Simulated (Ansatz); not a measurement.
# Al (Im-3m), stationary points along a deformation path

Theory: Ansatz 0.2.0, DFT PBE, scalar-relativistic, plane waves, PAW. Settings: plane waves to 420 eV, k-mesh 28×28×28 (Γ-centred), Gaussian smearing 0.15 eV. No spin polarisation. Energies are free energies at this smearing, counted from the undisturbed cell; pressure is positive in compression.

Reference structure (relaxed at this level; this bcc form isn't the usual structure):

```yaml
crystal:
  lattice:
    - [-1.61751, 1.61751, 1.61751]
    - [1.61751, -1.61751, 1.61751]
    - [1.61751, 1.61751, -1.61751]
  atoms:
    - { symbol: Al, position: [0.00000, 0.00000, 0.00000] }
```

At fixed volume and fractional coordinates, lengths along (0.577, 0.577, 0.577) are scaled against those across it; ρ is that ratio over its starting value. V = 16.928 Å³/atom. Δσ is the stress along the axis less the mean stress across it (compression positive).

| ρ | ΔE (meV/atom) | Δσ (GPa) | space group |
| --- | --- | --- | --- |
| 0.500 | 5079.9 | 317.79 | R-3m |
| 0.600 | 1964.7 | 167.19 | R-3m |
| 0.710 | 644.0 | 69.53 | R-3m |
| 0.850 | 101.3 | 20.45 | R-3m |
| 0.930 | 17.2 | 7.27 | R-3m |
| 1.000 | 0.0 | 0.00 | Im-3m |
| 1.200 | 73.3 | -10.34 | R-3m |
| 1.410 | 204.8 | -11.71 | R-3m |
| 1.700 | 342.3 | -8.54 | R-3m |
| 2.000 | 401.5 | 0.00 | Pm-3m |

Question: How does the stress give the slope of the energy, and where is the energy stationary?

Answer: Along the path d ln(length) is 2/3 d ln ρ on the axis and −1/3 d ln ρ across it, so dE/d ln ρ = −(2/3) V Δσ: the energy falls with ρ where Δσ is positive. Δσ vanishes or changes sign at ρ = 1.000 (Im-3m), a minimum at 0.0 meV/atom; at ρ = 2.000 (Pm-3m, an end of the scan), at 401.5 meV/atom. Pairs of stationary points between two samples would go unseen, and could change a minimum read from distant neighbours into a maximum. At ρ = 1.000, 2.000 the cell is cubic, where symmetry alone makes the stress isotropic and the slope zero.

In a metal these slopes depend on the k mesh and the smearing.

Cost: 10 runs of about 2.2 core-minutes in all, on Intel Xeon Platinum 8259CL (Skylake/Cascade Lake) (shared hosts).